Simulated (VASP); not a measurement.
Wanted: the native input for a VASP 6.6.1 run.

```yaml
Task: relaxation of cell and atoms
Functional: PBE
Potentials_or_basis: VASP PAW PBE potentials, release 64 (Rh_pv)
Cutoff: 600 eV
k_mesh: 22 × 22 × 22
Occupations: gaussian, width 0.1 eV
Spin: no spin polarisation
Dipole_correction: no
Further_INCAR_settings: ALGO = Fast; EDIFF = 1e-07; IBRION = 2; EDIFFG = -0.01; NSW = 100; ISIF = 3
```

The structure of Rh lies in POSCAR:

```
Rh
1.0
    2.5323728968      0.0000000000      0.0000000000
    0.0000000000      2.5323728968      0.0000000000
    0.0000000000      0.0000000000      2.5323728968
Rh
1
Direct
    0.0000000000      0.0000000000      0.0000000000
```

The cell was built by a generator and needn't be a form met in nature.

The input as run:

INCAR

```
SYSTEM = Rh
PREC = Accurate
ENCUT = 600
EDIFF = 1E-7
ISMEAR = 0
SIGMA = 0.1
LREAL = .False.
LASPH = .True.
NELM = 100
ALGO = Fast
ISIF = 3
LWAVE = .False.
LCHARG = .False.
GGA = PE
IBRION = 2
NSW = 100
EDIFFG = -0.01
```

KPOINTS

```
regular mesh
0
Gamma
  22 22 22
  0 0 0
```

Potentials or basis: VASP PAW PBE potentials, release 64 (Rh_pv).

Command:

```bash
$ cat potpaw_PBE.64/Rh_pv/POTCAR > POTCAR
$ mpirun -np 1 vasp_std > vasp.out
```

Results of the run:

- Relaxed volume: 16.30 Å³/atom
- Relaxed cell: a = 2.535 Å, b = 2.535 Å, c = 2.535 Å, α = 90.00°, β = 90.00°, γ = 90.00°
- Space group after relaxing (to 0.05 Å): Pm-3m (No. 221)
- Energy gained by relaxing: 0.1 meV/atom
- Ionic steps: 3
- Pressure after relaxing: 0.0 GPa
- Band gap on the k mesh: none (metal or under the smearing width)

Wall time 70 s on 1 thread of Intel(R) Xeon(R) Platinum 8488C (Sapphire Rapids), with other jobs on the host, peak memory 0.19 GiB.
